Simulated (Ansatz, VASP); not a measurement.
# Sn3Se: VASP beside Ansatz

The input INCAR:

```
ALGO = Normal ; EDIFF = 1E-6
ENCUT = 520 ; GGA = PE
ISIF = 2 ; ISMEAR = -1
LASPH = T ; LCHARG = F
LREAL = F ; LWAVE = F
NBANDS = 32 ; NELM = 100
PREC = Accurate ; SIGMA = 0.1
```

Contents of KPOINTS:

```
k-points
0
Gamma
  5 5 5
```

The input POSCAR:

```
Sn3Se
1.0
    4.6118985307      0.0000000000      0.0000000000
    0.0000000000      4.6118985307      0.0000000000
    0.0000000000      0.0000000000      4.6118985307
Sn Se
3 1
Direct
    0.0000000000      0.5000000000      0.5000000000
    0.5000000000      0.0000000000      0.5000000000
    0.5000000000      0.5000000000      0.0000000000
    0.0000000000      0.0000000000      0.0000000000
```

Input for Ansatz:

```yaml
crystal:
  lattice:
    - [4.6118985306818425, 0.0, 0.0]
    - [0.0, 4.6118985306818425, 0.0]
    - [0.0, 0.0, 4.6118985306818425]
  atoms:
    - { symbol: Sn, position: [0.0, 0.5, 0.5] }
    - { symbol: Sn, position: [0.5, 0.0, 0.5] }
    - { symbol: Sn, position: [0.5, 0.5, 0.0] }
    - { symbol: Se, position: [0.0, 0.0, 0.0] }
basis:
  ecutwfc: 450.0
kpoints:
  mp_grid:
    grid: [5, 5, 5]
hamiltonian:
  xc: pbe
scf:
  occupations:
    method: fermi_dirac
    width: 0.1
output:
  stress: true
```

The cell comes from a database or a generator and needn't be the stable form of this composition.

Alike in both runs: task single point; functional PBE; k mesh 5 × 5 × 5; occupations fermi-dirac, width 0.1 eV; no spin polarisation.

|  | VASP | Ansatz |
| --- | --- | --- |
| version | VASP 6.6.1 | Ansatz 0.2.0 |
| potentials or method | VASP PAW PBE potentials, release 64 (Sn_d, Se) | plane waves, PAW |
| plane-wave cutoff (eV) | 520 | 450 |
| valence electrons in the cell | 48 | 58 |

Ansatz gave:

| Item | Value |
| --- | --- |
| pressure (GPa) | 5.4 |

Problem. Estimate VASP's values.

Solution. Pressure (GPa): 5.3.

With one functional, cell and mesh, what is left measures potentials, basis and numerics. The two sets of potentials don't hold the same shells in valence.
